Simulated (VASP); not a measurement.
**W: relaxation of cell and atoms with PBE**

Crystal: W.

```
W
1.0
     1.58332   -5.02261    0.00000
     1.58332    5.02261    0.00000
     0.00000    0.00000    4.19029
W
4
Direct
  0.09800 0.90200 0.91000
  0.59800 0.40200 0.59000
  0.90200 0.09800 0.09000
  0.40200 0.59800 0.41000
```

The cell was built by a generator and needn't be a form met in nature.

```yaml
Program: VASP 6.6.1
Task: relaxation of cell and atoms
Functional: PBE
Potentials_or_basis: VASP PAW PBE potentials, release 64 (W_sv)
Cutoff: 600 eV
k_mesh: 6 × 6 × 4
Occupations: gaussian, width 0.1 eV
Spin: no spin polarisation
Dipole_correction: no
Further_INCAR_settings: ALGO = Normal; EDIFF = 1e-07; IBRION = 2; EDIFFG = -0.04; NSW = 90; ISIF = 3
```

| Property | Result |
| --- | --- |
| Relaxed volume | 17.06 Å³/atom |
| Relaxed cell | a = 5.235 Å, b = 5.235 Å, c = 4.411 Å, α = 90.00°, β = 90.00°, γ = 145.63° |
| Space group after relaxing (to 0.05 Å) | Fmmm (No. 69) |
| Energy gained by relaxing | 4748.8 meV/atom |
| Ionic steps | 18 |
| Pressure after relaxing | 0.1 GPa |
| Largest force after relaxing | 0.030 eV/Å |
| Band gap on the k mesh | none (metal or under the smearing width) |

Forces in eV/Å, atoms in the order of the input:
```
W    0.000 -0.001  0.030
W    0.000 -0.001 -0.030
W    0.000  0.001 -0.030
W    0.000  0.001  0.030
```

Stress tensor (GPa, compression positive):
```
0.16 0.00 0.00
0.00 0.09 0.00
0.00 0.00 0.05
```

Step by step:
```tsv
step	energy change (eV)	largest force (eV/Å)	pressure (GPa)	volume (Å³)
1	0.0000	19.5435	133.07	66.65
2	13.2728	2.3891	-11.22	307.52
3	10.2241	2.7242	-15.09	251.94
4	6.8426	2.7775	-20.67	208.68
5	-6.5569	0.5144	-40.12	124.56
6	-14.8834	0.4426	-36.47	92.63
7	-16.9357	2.6485	-13.08	78.93
8	-16.9444	3.0621	-9.25	77.68
9	-16.9463	2.9758	-10.04	77.93
10	-18.5295	1.7995	1.95	68.98
11	-18.5698	1.6124	7.01	67.38
12	-18.7086	1.5121	5.82	67.59
13	-18.9532	0.3530	3.35	67.53
14	-18.9566	0.2371	-6.14	69.97
15	-18.9849	0.1238	-1.80	68.77
16	-18.9923	0.1037	0.84	68.03
17	-18.9948	0.0767	-0.05	68.27
18	-18.9953	0.0296	0.10	68.23
```

Final structure:
```cif
data_structure
_symmetry_space_group_name_H-M 'P 1'
_symmetry_Int_Tables_number 1
_cell_length_a 5.2349
_cell_length_b 5.2349
_cell_length_c 4.4106
_cell_angle_alpha 90.000
_cell_angle_beta 90.000
_cell_angle_gamma 145.631
_cell_volume 68.23
loop_
_atom_site_label
_atom_site_type_symbol
_atom_site_fract_x
_atom_site_fract_y
_atom_site_fract_z
_atom_site_occupancy
W1 W 0.13322 0.86678 0.99969 1
W2 W 0.63322 0.36678 0.50031 1
W3 W 0.86678 0.13322 0.00031 1
W4 W 0.36678 0.63322 0.49969 1
```

Levels at points of the mesh, in eV from the Fermi level:
```csv
k point,band 24,band 25,band 26,band 27,band 28,band 29,band 30,band 31,band 32,band 33
"(0.00, 0.00, 0.00)",-2.09,-1.17,-0.69,-0.38,0.64,1.34,1.63,1.70,1.76,2.55
"(0.50, 0.00, 0.00)",-2.35,-2.09,-2.09,-0.54,-0.54,-0.17,-0.17,1.44,1.44,2.46
"(0.50, 0.50, 0.00)",-2.91,-2.20,-1.62,-0.79,-0.47,0.30,2.04,2.13,2.24,3.75
"(0.00, 0.00, 0.50)",-1.40,-1.30,-1.30,-0.24,-0.24,0.03,0.03,0.55,0.55,1.14
"(0.50, 0.00, 0.50)",-3.24,-0.54,-0.54,0.04,0.04,1.65,1.65,3.21,3.21,3.85
"(0.50, 0.50, 0.50)",-1.62,-1.14,-1.14,-0.50,-0.50,0.08,0.08,0.16,0.16,1.37
```

It took 39 min on 1 thread of Intel(R) Xeon(R) Platinum 8259CL CPU @ 2.50GHz (Skylake/Cascade Lake) (shared host), peak memory 0.29 GiB.

Caveat: the k mesh is coarse (spacing up to 0.37 Å⁻¹), so the values aren't converged. Spin-orbit coupling is left out, which matters for the levels of W.
